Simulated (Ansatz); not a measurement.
# Clamped-ion strain scan in BaTiO3

Computed with DFT PBE, scalar-relativistic, plane waves, PAW (Ansatz 0.2.0). Settings: plane waves to 420 eV, k-mesh 8×8×8 (Γ-centred), Gaussian smearing 0.05 eV. Spin–orbit coupling is left out, which matters for the heavy elements here. No spin polarisation. Energies are free energies at this smearing, counted from the undisturbed cell; pressure is positive in compression.

Zero of the scan (relaxed at this level; it needn't be the usual structure):

```
Ba Ti O
1.0
     4.01923    0.00000    0.00000
     0.00000    4.01923    0.00000
     0.00000    0.00000    4.01928
Ba Ti O
1 1 3
Direct
  0.00000 0.00000 0.00000
  0.50000 0.50000 0.50000
  0.50000 0.50000 0.00000
  0.50000 0.00000 0.50000
  0.00000 0.50000 0.50000
```

The cell is strained by ε times the Voigt pattern (1, -1, 0, 0, 0, 0) (xx, yy, zz, yz, xz, xy; engineering shear) with fractional coordinates fixed.

| ε | ΔE (meV/atom) |
| --- | --- |
| -0.1500 | 436.7 |
| -0.0750 | 88.4 |
| 0.0000 | 0.0 |
| 0.0187 | 5.1 |
| 0.0375 | 20.8 |
| 0.0562 | 48.0 |
| 0.0937 | 144.0 |
| 0.1125 | 218.2 |
| 0.1312 | 314.0 |

Predict the gap on the mesh (eV) at each point.

| ε | gap on the mesh (eV) |
| --- | --- |
| -0.1500 | 1.32 |
| -0.0750 | 1.52 |
| 0.0000 | 1.78 |
| 0.0187 | 1.71 |
| 0.0375 | 1.64 |
| 0.0562 | 1.57 |
| 0.0937 | 1.47 |
| 0.1125 | 1.43 |
| 0.1312 | 1.37 |

Symmetry holds off the tilts and polar distortions that many cubic perovskites undergo.

Cost: 9 runs of about 2.3 core-minutes in all, on AMD EPYC 7R43 (Zen 3) (shared hosts).